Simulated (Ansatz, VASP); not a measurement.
# Two plane-wave programs on Pb

INCAR

```
  ALGO = Normal
  EDIFF = 1E-7
  ENCUT = 520
  GGA = PE
  ISIF = 2
  ISMEAR = -1
  LASPH = T
  LCHARG = F
  LREAL = F
  LWAVE = F
  NBANDS = 21
  NELM = 80
  PREC = Accurate
  SIGMA = 0.05
```

Contents of KPOINTS:

```
k-points
0
Gamma
  9 9 5
```

File POSCAR:

```
Pb
1.0
    3.0386068135     -1.7503199600      0.0000000000
    3.0386068135      1.7503199600      0.0000000000
   -2.1154626375      0.0000000000      6.0952248674
Pb
2
Direct
    0.9085084100      0.9085084100      0.7262922000
    0.0914915900      0.0914915900      0.2737078000
```

File input.yaml:

```yaml
crystal:
  lattice:
    - [3.0386068135, -1.75031996, 0.0]
    - [3.0386068135, 1.75031996, 0.0]
    - [-2.1154626375, 0.0, 6.0952248674]
  atoms:
    - { symbol: Pb, position: [0.90850841, 0.90850841, 0.7262922] }
    - { symbol: Pb, position: [0.09149159, 0.09149159, 0.2737078] }
hamiltonian:
  xc: pbe
  pseudopotentials: { kind: paw }
kpoints:
  mp_grid: { grid: [9, 9, 5] }
scf:
  occupations: { method: fermi_dirac, width: 0.05 }
output:
  forces: true
  stress: true
  eigenvalues: true
  write_density: true
  write_potential: true
  elf: true
  volumetric_format: npy
```

This isn't the form of Pb at room conditions, which is fcc.

Alike in both runs: task single point; functional PBE; k mesh 9 × 9 × 5; occupations fermi-dirac, width 0.05 eV; no spin polarisation.

```csv
,VASP,Ansatz
version,VASP 6.6.1,Ansatz 0.2.0
potentials or method,"VASP PAW PBE potentials, release 64 (Pb_d)",Ansatz PAW
plane-wave cutoff (eV),520,420
valence electrons in the cell,28,28
```

Ansatz gave:

| Quantity | Value |
| --- | --- |
| gap on the k mesh at the Fermi level (eV) | none |
| pressure (GPa) | 0.8 |
| rms of the force components (eV/Å) | 0.046 |

Problem. What did VASP give for the same quantities?

Solution. gap on the k mesh at the Fermi level (eV): none; pressure (GPa): 0.7; rms of the force components (eV/Å): 0.046.

Atom by atom the forces differ by 0.000 eV/Å (rms over components). A gap of «none» marks a metal or a gap that the smearing closes.

Spin-orbit coupling is left out, which matters for the levels of Pb.
